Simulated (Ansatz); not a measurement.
BN built on the zincblende prototype was put through Ansatz (plane waves). It starts from the r2SCAN minimum.

The cell given to it:
```
CELL_PARAMETERS angstrom
0.00000 1.80483 1.80483
1.80483 0.00000 1.80483
1.80483 1.80483 0.00000
ATOMIC_POSITIONS crystal
B 0.00000 0.00000 0.00000
N 0.25000 0.25000 0.25000
```

What the program printed (shortened):
```
Crystal: 2 atoms, lattice volume = 11.758 Å³
Basis set: ecut = 420 eV, 259 PW (Γ)
Bands: 8, of which v1, the nominal top of the filled ones, is band 4 counted from 1 (3 counted from 0)
Symmetry: 24 space group operations
Space group: F-43m (ITA 216)
k-points: 29 of 512 (time reversal used)
Exchange kernel: α = 0.2500, screened, ω = 0.2079 Å⁻¹, Wigner–Seitz truncation, v(0) = 1044.6164 eV·Å³, q-mesh 8×8×8
preconditioner: auto → none  [insulator: Δε(μ)=5.751 eV  σ=0.020 eV  ℏωp=30.6 eV]
relax step 1: F+E_penalty+E_count = -542.45315543 eV  P = -4.429 GPa  Ω = 11.758 Å³
relax step 2: F+E_penalty+E_count = -542.45506086 eV  P = -1.774 GPa  Ω = 11.681 Å³
relax step 3: F+E_penalty+E_count = -542.45560979 eV  P = +0.024 GPa  Ω = 11.630 Å³
relax step 4: F+E_penalty+E_count = -542.45479504 eV  P = -0.079 GPa  Ω = 11.630 Å³  (SCF on a basis re-selected at this cell)
relax step 5: F+E_penalty+E_count = -542.45480774 eV  P = -0.000 GPa  Ω = 11.627 Å³
relax step 6: F+E_penalty+E_count = -542.45480774 eV  P = -0.001 GPa  Ω = 11.627 Å³  (SCF on a basis re-selected at this cell)
Free energy (F): -542.454808 eV
Fermi energy:    13.470258 eV
--- Per-component energies (eV) ---
  E_band       = 15.113919
  E_kinetic    = 186.542916
  E_local      = -172.697786
  E_nonlocal   = 55.640263
  E_hartree    = 48.681407
  E_xc         = -75.853194
  E_vxc        = -93.418809
  E_exx        = -19.632776
  E_paw        = -204.844974
  E_vpaw       = -19.050026
  E_ewald      = -360.256063
  E_core_change = -0.034703
--- Stress (GPa, compression-positive) ---
       -0.000773       0.000000       0.000000
        0.000000      -0.000773       0.000000
        0.000000       0.000000      -0.000773
  P = ⅓ Tr σ = -0.0008 GPa (-0.008 kbar)
--- Relaxed structure (4 steps of the walk, 4 accepted, 2 SCFs on fresh bases) ---
  F+E_penalty+E_count = -542.45480774 eV
  cell:  # Å, volume = 11.6273 Å³
    - [0.000000, 1.798111, 1.798111]
    - [1.798111, 0.000000, 1.798111]
    - [1.798111, 1.798111, 0.000000]
  atoms:
    - { symbol: B, position: [0.000000, 0.000000, 0.000000] }
    - { symbol: N, position: [0.250000, 0.250000, 0.250000] }
```

Question: Reconstruct the input.

Answer:
```yaml
crystal:
  # lattice and atoms as above
kpoints:
  mp_grid: { grid: [8, 8, 8] }
hamiltonian:
  xc: hse06
scf:
  occupations: { method: fermi_dirac, width: 0.02 }
relax:
  f_tol: 0.005
  cell: {}
```
The term E_exx shows exact exchange. The relax steps with a changing cell volume need the relax block with cell. Close relatives of this functional can't be ruled out from these lines alone. Keys that only write grids to files are left aside. Not every key shows in the log; this is the file that was used.

Run as `ansatz run input.yaml --threads 4 --pin off --max-ram 7372MiB --backend cpu --events-out ev --progress --plain --runs-dir out`. It took 15 s on 4 threads of Arm Neoverse V2, with other jobs on the host, load about 0.5 per core; peak host memory 0.67 GiB.

The values are computed, spin-unpolarised, and not measurements.
